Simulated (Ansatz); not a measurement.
# GdN: the cost of one run

Method: DFT PBE, scalar-relativistic, in Ansatz 0.2.0.

### 1 The starting structure

It takes space group Fm-3m (No. 225, cubic). The conventional cell has a = 4.999 Å, b = 4.999 Å, c = 4.999 Å, α = 90.00°, β = 90.00°, γ = 90.00°. Gd (site symmetry m-3m) is surrounded by 6 N at 2.50 Å. Around N (site symmetry m-3m) lie 6 Gd at 2.50 Å.

Coordinates:

```cif
data_structure
_symmetry_space_group_name_H-M 'Fm-3m'
_symmetry_Int_Tables_number 225
_cell_length_a 4.9990
_cell_length_b 4.9990
_cell_length_c 4.9990
_cell_angle_alpha 90.000
_cell_angle_beta 90.000
_cell_angle_gamma 90.000
_cell_volume 124.93
loop_
_atom_site_label
_atom_site_type_symbol
_atom_site_symmetry_multiplicity
_atom_site_Wyckoff_symbol
_atom_site_fract_x
_atom_site_fract_y
_atom_site_fract_z
_atom_site_occupancy
Gd1 Gd 4 a 0.00000 0.00000 0.00000 1
N1 N 4 b 0.50000 0.00000 0.00000 1
```

The file gives the conventional cell by its symmetry; the runs use the cell typed in the input.

The cell is a deposited one (Crystallography Open Database entry 9008638); the temperature and pressure of the measurement aren't taken into account, and nothing was relaxed.

Atoms are numbered in the order of the input: Gd1, N2.

### 2 Volume × 0.9405, LAPW

The input, input.yaml:

```yaml
crystal:
  lattice:
    - [0.0, 2.4489095286, 2.4489095286]
    - [2.4489095286, 0.0, 2.4489095286]
    - [2.4489095286, 2.4489095286, 0.0]
  atoms:
    - { symbol: Gd, position: [0.0, 0.0, 0.0], spin: 7.0 }
    - { symbol: "N", position: [0.5, 0.5, 0.5] }
magnetization:
  spin_polarized: true
kpoints:
  mp_grid: { grid: [13, 13, 13] }
scf:
  occupations: { method: fermi_dirac, width: 0.05 }
hamiltonian:
  xc: pbe
  pseudopotentials: { kind: all_electron, lapw: { basis_error: 0.0005 } }
output:
  forces: true
  stress: true
  eigenvalues: true
```

The run is started by

```console
$ ansatz run input.yaml --threads 1 --pin off --max-ram 3072MiB --backend cpu --events-out ev --progress --plain --runs-dir out
```

**Question.** How long does this run take on 1 thread of Arm Neoverse V1, shared host, and how much memory does it need?

About 64 s, with a peak of 0.62 GiB.
